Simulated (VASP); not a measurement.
# Ag in VASP: relaxation of the atoms with PBE

Aim: the relaxation of the atoms of Ag with PBE.

All numbers are computed with VASP 6.6.1; they aren't measurements. Logs are shortened: lines on timing, memory, paths and dates and some standing lists are left out, and cuts for length are marked.

### 1 Starting point

The cell holds a slab with vacuum, 4 atoms: a = 2.923 Å, b = 2.923 Å, c = 30.149 Å, α = 90.00°, β = 90.00°, γ = 120.00°.

The cell was built by a generator and needn't be a form met in nature.

### 2 Relaxation of the atoms, PBE

The input, INCAR:

```
SYSTEM = Ag
  PREC = Accurate
  ENCUT = 520
  EDIFF = 1E-6
  ISMEAR = 1
  SIGMA = 0.1
  LREAL = .FALSE.
  LASPH = .TRUE.
  NELM = 120
  ALGO = Normal
  ISIF = 2
  LWAVE = .FALSE.
  LCHARG = .FALSE.
  LDIPOL = .TRUE.
  IDIPOL = 3
  DIPOL = 0.5 0.5 0.500
  GGA = PE
  IBRION = 2
  NSW = 90
  EDIFFG = -0.02
  KPAR = 2
```

The input, KPOINTS:

```
regular mesh
0
G
  13 13 1
  0 0 0
```

The input, POSCAR:

```
Ag
1.0
    1.4613884900      2.5311991400      0.0000000000
   -2.9227769700      0.0000000000      0.0000000000
    0.0000000000      0.0000000000     30.1490871400
Ag
4
Direct
    0.3333330000      0.6666670000      0.3823777700
    0.0000000000      0.0000000000      0.4607925900
    0.6666670000      0.3333330000      0.5392074100
    0.3333330000      0.6666670000      0.6176222300
```

Potentials or basis: VASP PAW PBE potentials, release 64 (Ag).

Command:

```console
> cat potpaw_PBE.64/Ag/POTCAR > POTCAR
> mpirun -np 2 vasp_std > vasp.out
```

OUTCAR:

```text
SYSTEM = Ag
   PREC = Accurate
   ENCUT = 520
   EDIFF = 1E-6
   ISMEAR = 1
   LREAL = .FALSE.
   LASPH = .TRUE.
   NELM = 120
   ISIF = 2
   GGA = PE
   IBRION = 2
   NSW = 90
   EDIFFG = -0.02

 ion  position               nearest neighbor table
   1  0.333  0.667  0.382-   2 2.90   2 2.90   2 2.90
   2  0.000  0.000  0.461-   1 2.90   3 2.90   1 2.90   3 2.90   1 2.90   3 2.90
   3  0.667  0.333  0.539-   4 2.90   2 2.90   4 2.90   2 2.90   2 2.90   4 2.90
   4  0.333  0.667  0.618-   3 2.90   3 2.90   3 2.90

  LATTYP: Found a hexagonal cell.
 ALAT       =     2.9227770023
 C/A-ratio  =    10.3152197778

  Lattice vectors:

 A1 = (   1.4613884900,   2.5311991400,   0.0000000000)
 A2 = (  -2.9227769700,   0.0000000000,   0.0000000000)
 A3 = (   0.0000000000,   0.0000000000,  30.1490871400)

Analysis of symmetry for initial positions (statically):
=====================================================================
 Subroutine PRICEL returns:
 Original cell was already a primitive cell.

 Routine SETGRP: Setting up the symmetry group for a
 hexagonal supercell.

 Subroutine GETGRP returns: Found 12 space group operations
 (whereof  6 operations were pure point group operations)
 out of a pool of 24 trial point group operations.

The static configuration has the point symmetry C_3v.
 The point group associated with its full space group is D_3d.

Analysis of symmetry for dynamics (positions and initial velocities):
=====================================================================
 Subroutine PRICEL returns:
 Original cell was already a primitive cell.

 Routine SETGRP: Setting up the symmetry group for a
 hexagonal supercell.

 Subroutine GETGRP returns: Found 12 space group operations
 (whereof  6 operations were pure point group operations)
 out of a pool of 24 trial point group operations.

The dynamic configuration has the point symmetry C_3v.
 The point group associated with its full space group is D_3d.

 Subroutine INISYM returns: Found 12 space group operations
 (whereof  6 operations are pure point group operations),
 and found     1 'primitive' translations

----------------------------------------------------------------------------------------

                                     Primitive cell

  volume of cell :     223.0469

  direct lattice vectors                    reciprocal lattice vectors
     1.461388490  2.531199140  0.000000000     0.000000000  0.395069666  0.000000000
    -2.922776970  0.000000000  0.000000000    -0.342140372  0.197534834  0.000000000
     0.000000000  0.000000000 30.149087140     0.000000000  0.000000000  0.033168500

  length of vectors
     2.922777002  2.922776970 30.149087140     0.395069666  0.395069671  0.033168500

  position of ions in fractional coordinates (direct lattice)
     0.333333000  0.666667000  0.382377770
     0.000000000  0.000000000  0.460792590
     0.666667000  0.333333000  0.539207410
     0.333333000  0.666667000  0.617622230

  ion indices of the primitive-cell ions
   primitive index   ion index
                 1           1
                 2           2
                 3           3
                 4           4

----------------------------------------------------------------------------------------

 KPOINTS: regular mesh

Automatic generation of k-mesh.
 Grid dimensions read from file:
 generate k-points for:   13   13    1

 Generating k-lattice:

  Cartesian coordinates                     Fractional coordinates (reciprocal lattice)
     0.000000000  0.030389974  0.000000000     0.076923077  0.000000000  0.000000000
    -0.026318490  0.015194987  0.000000000     0.000000000  0.076923077  0.000000000
     0.000000000  0.000000000  0.033168500     0.000000000  0.000000000  1.000000000

  Length of vectors
     0.030389974  0.030389975  0.033168500

  Shift w.r.t. Gamma in fractional coordinates (k-lattice)
     0.000000000  0.000000000  0.000000000

 Subroutine IBZKPT returns following result:
 ===========================================

 Found     21 irreducible k-points:

 Following reciprocal coordinates:
            Coordinates               Weight
  0.000000  0.000000  0.000000      1.000000
  0.076923  0.000000  0.000000      6.000000
  0.153846  0.000000  0.000000      6.000000
  0.230769  0.000000  0.000000      6.000000
  0.307692  0.000000  0.000000      6.000000
  0.384615  0.000000  0.000000      6.000000
[... 13 lines left out ...]
  0.384615  0.230769  0.000000      6.000000
  0.307692  0.307692  0.000000      6.000000
   k-points           NKPTS =     21   k-points in BZ     NKDIM =     21   number of bands    NBANDS=     26
   number of dos      NEDOS =    301   number of ions     NIONS =      4
   total plane-waves  NPLWV = 129024
   dimension x,y,z NGX =    24 NGY =   24 NGZ =  224
   dimension x,y,z NGXF=    48 NGYF=   48 NGZF=  448
   ions per type =               4
   NGX,Y,Z   is equivalent  to a cutoff of  13.65, 13.65, 12.35 a.u.
   NGXF,Y,Z  is equivalent  to a cutoff of  27.30, 27.30, 24.70 a.u.
 SYSTEM =  Ag
   PREC   = accura    normal or accurate (medium, high low for compatibility)
   ISTART =      0    job   : 0-new  1-cont  2-samecut
   ICHARG =      2    charge: 1-file 2-atom 10-const
   ISPIN  =      1    spin polarized calculation?
   LNONCOLLINEAR =      F non collinear calculations
   LSORBIT =      F    spin-orbit coupling
   LASPH  =      T    aspherical Exc in radial PAW
   ENCUT  =  520.0 eV  38.22 Ry    6.18 a.u.   5.43  5.43 56.06*2*pi/ulx,y,z
   NELM   =    120;   NELMIN=  2; NELMDL= -5     # of ELM steps
   EDIFF  = 0.1E-05   stopping-criterion for ELM
   LREAL  =      F    real-space projection
   EDIFFG = -.2E-01   stopping-criterion for IOM
   NSW    =     90    number of steps for IOM
   IBRION =      2    ionic relax: 0-MD 1-quasi-New 2-CG
   NFREE  =      1    steps in history (QN), initial steepest desc. (CG)
   ISIF   =      2    stress and relaxation
   ISYM   =      2    0-nonsym 1-usesym 2-fastsym
   POTIM  = 0.5000    time-step for ionic-motion
   TEBEG  =    0.0;   TEEND  =   0.0 temperature during run
   PSTRESS=    0.0 pullay stress
   NELECT =      44.0000    total number of electrons
   NUPDOWN=      -1.0000    fix difference up-down
   EMIN   =  10.00;   EMAX   =-10.00  energy-range for DOS
   EFERMI =   0.00;   METHOD = LEGACY
   ISMEAR =     1;   SIGMA  =   0.10  broadening in eV -4-tet -1-fermi 0-gaus
   EFERMI_NEDOS =   21; number of points for ismear=-14 and -15
   IALGO  =     38    algorithm
   IMIX   =      4    mixing-type and parameters
     AMIX     =   0.40;   BMIX     =  1.00
     AMIX_MAG =   1.60;   BMIX_MAG =  1.00
  volume/ion in A,a.u.               =      55.76       376.30
  Fermi-wavevector in a.u.,A,eV,Ry     =   0.953002  1.800912 12.356977  0.908212
  Thomas-Fermi vector in A             =   2.081617
   LORBIT       =      0    0 simple, 1 ext, 2 COOP (PROOUT), +10 PAW based schemes
   GGA     = PE    functional components
   LHFCALC =     F    Hartree Fock is set to
   AEXX    =    0.0000 exact exchange contribution
   IVDW    =     0    specifies the selected vdW correction
   LEPSILON=     F    determine dielectric tensor
   LRPA    =     F    only Hartree local field effects (RPA)
 conjugate gradient relaxation of ions
 non-spin polarized calculation
 Methfessel and Paxton  Order N= 1 SIGMA  =   0.10
  energy-cutoff  :      520.00
  volume of cell :      223.05
 maximum number of plane-waves:      6137
 NGX is ok and might be reduce to    24
   NGX = 11   NGY = 11   NGZ =113

--------------------------------------- Ionic step        1  -------------------------------------------

 number of electron      44.0000016 magnetization

 Free energy of the ion-electron system (eV)
  ---------------------------------------------------
  ext. energy  EPLUGINS =         0.00000000
  ---------------------------------------------------
  free energy    TOTEN  =       -10.18168610 eV

  energy without entropy =      -10.18141556  energy(sigma->0) =      -10.18159592

------------------------ aborting loop because EDIFF is reached ----------------------------------------

  FORCE on cell =-STRESS in cart. coord.  units (eV):
  Direction    XX          YY          ZZ          XY          YZ          ZX
  --------------------------------------------------------------------------------------
  -------------------------------------------------------------------------------------
  Total       -0.4513423     -0.4513423      0.4481709     -0.0000000     -0.0000000      0.0000000
  in kB       -3.2420555     -3.2420555      3.2192747     -0.0000000     -0.0000000      0.0000000
  external PRESSURE =      -1.0882788 kB  Pullay stress =       0.0000000 kB
[... 175 lines left out ...]
  energy  without entropy=      -10.1832534947  energy(sigma->0) =      -10.18333970

--------------------------------------- Ionic step        6  -------------------------------------------

 number of electron      44.0000004 magnetization

 dipolmoment           0.000000      0.000000      0.000000 electrons x Angstroem

------------------------ aborting loop because EDIFF is reached ----------------------------------------

  FORCE on cell =-STRESS in cart. coord.  units (eV):
  Direction    XX          YY          ZZ          XY          YZ          ZX
  --------------------------------------------------------------------------------------
  -------------------------------------------------------------------------------------
  Total       -0.5849301     -0.5849302      0.0887860     -0.0000000     -0.0000000      0.0000000
  in kB       -4.2016360     -4.2016361      0.6377624     -0.0000000     -0.0000000      0.0000000
  external PRESSURE =      -2.5885032 kB  Pullay stress =       0.0000000 kB
[... 23 lines left out ...]
  energy  without entropy=      -10.1836029125  energy(sigma->0) =      -10.18377393

--------------------------------------- Ionic step        7  -------------------------------------------

 number of electron      44.0000008 magnetization

 dipolmoment           0.000000      0.000000     -0.000000 electrons x Angstroem

 Free energy of the ion-electron system (eV)
  ---------------------------------------------------
  ext. energy  EPLUGINS =         0.00000000
  ---------------------------------------------------
  free energy    TOTEN  =       -10.18413177 eV

  energy without entropy =      -10.18369240  energy(sigma->0) =      -10.18398531

 E-fermi :  -0.6068     XC(G=0):  -4.3731

 val. band max:       -0.6576521511   @ k =   0.3846   0.0769   0.0000
 cond. band min:      -0.5304011373   @ k =   0.3077   0.0769   0.0000
 fundamental gap:      0.1272510138
 Fermi energy:        -0.6068485710

 k-point     1 :       0.0000    0.0000    0.0000
  band No.  band energies     occupation
      1      -7.7177      2.00000
      2      -6.8572      2.00000
      3      -6.5544      2.00000
      4      -6.3992      2.00000
      5      -5.2523      2.00000
      6      -5.2240      2.00000
[... 598 lines left out ...]
     25       3.8513      0.00000
     26       4.5446      0.00000

------------------------ aborting loop because EDIFF is reached ----------------------------------------

 vacuum level on the upper side and lower side of the slab       (xc-potential included)        -0.009        -0.009

  FORCE on cell =-STRESS in cart. coord.  units (eV):
  Direction    XX          YY          ZZ          XY          YZ          ZX
  --------------------------------------------------------------------------------------
  -------------------------------------------------------------------------------------
  Total       -0.6451961     -0.6451961     -0.0385543     -0.0000000      0.0000000      0.0000000
  in kB       -4.6345351     -4.6345352     -0.2769408     -0.0000000      0.0000000      0.0000000
  external PRESSURE =      -3.1820037 kB  Pullay stress =       0.0000000 kB

 VOLUME and BASIS-vectors are now :
 -----------------------------------------------------------------------------
  energy-cutoff  :      520.00
  volume of cell :      223.05
      direct lattice vectors                 reciprocal lattice vectors
     1.461388490  2.531199140  0.000000000     0.000000000  0.395069666  0.000000000
    -2.922776970  0.000000000  0.000000000    -0.342140372  0.197534834  0.000000000
     0.000000000  0.000000000 30.149087140     0.000000000  0.000000000  0.033168500
[... 10 lines left out ...]
  FREE ENERGIE OF THE ION-ELECTRON SYSTEM (eV)
  ---------------------------------------------------
  free  energy   TOTEN  =       -10.1841317681 eV

  energy  without entropy=      -10.1836924013  energy(sigma->0) =      -10.18398531

 reached required accuracy - stopping structural energy minimisation

 vacuum level on the upper side and lower side of the slab         3.960         3.960
```

Wall time 1.9 min (2 MPI ranks of Intel Xeon 6975P-C (Granite Rapids), shared host); peak memory 0.4 GiB.

Results:

| Quantity | Value |
| --- | --- |
| Free energy | -10.1841 eV |
| Energy gained by relaxing | 0.6 meV/atom |
| Ionic steps | 7 |
| Band gap on the k mesh | none (metal or under the smearing width) |

Step by step:
```tsv
step	energy change (eV)	largest force (eV/Å)	pressure (GPa)
1	0.0000	0.0508	-0.11
2	-0.0005	0.0499	-0.13
3	-0.0014	0.0467	-0.17
4	-0.0014	0.0809	-0.26
5	-0.0017	0.0458	-0.22
6	-0.0022	0.0276	-0.26
7	-0.0024	0.0008	-0.32
```

Final structure:
```
Ag
1.0
     1.46139    2.53120    0.00000
    -2.92278    0.00000    0.00000
     0.00000    0.00000   30.14909
Ag
4
Direct
  0.33333 0.66667 0.38126
  0.00000 0.00000 0.46026
  0.66667 0.33333 0.53974
  0.33333 0.66667 0.61874
```
